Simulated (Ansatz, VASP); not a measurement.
## GaN: VASP beside Ansatz

```
Ga N
1.0
     3.15181    0.00000    0.00000
    -1.57591    2.72955    0.00000
     0.00000    0.00000    5.13840
Ga N
2 2
Direct
  0.33333 0.66667 0.99930
  0.66667 0.33333 0.49930
  0.33333 0.66667 0.37570
  0.66667 0.33333 0.87570
```

Change from the starting cell: unstrained.

Alike in both runs: task single point; functional LDA; k mesh 8 × 8 × 4; no spin polarisation.

|  | VASP | Ansatz |
| --- | --- | --- |
| version | VASP 6.6.1 | Ansatz 0.2.0 |
| potentials or method | VASP PAW LDA potentials, release 64 (Ga_d, N), cutoff 520 eV | all-electron LAPW, scalar-relativistic |
| occupations | gaussian, width 0.01 eV | fixed |

```tsv
	VASP	Ansatz	Ansatz less VASP
gap on the k mesh at the Fermi level (eV)	2.15	2.14	-0.010
pressure (GPa)	1.1	0.2	-0.89
```

Ansatz ran all-electron here, so the differences hold the error of VASP's frozen core and of both bases.
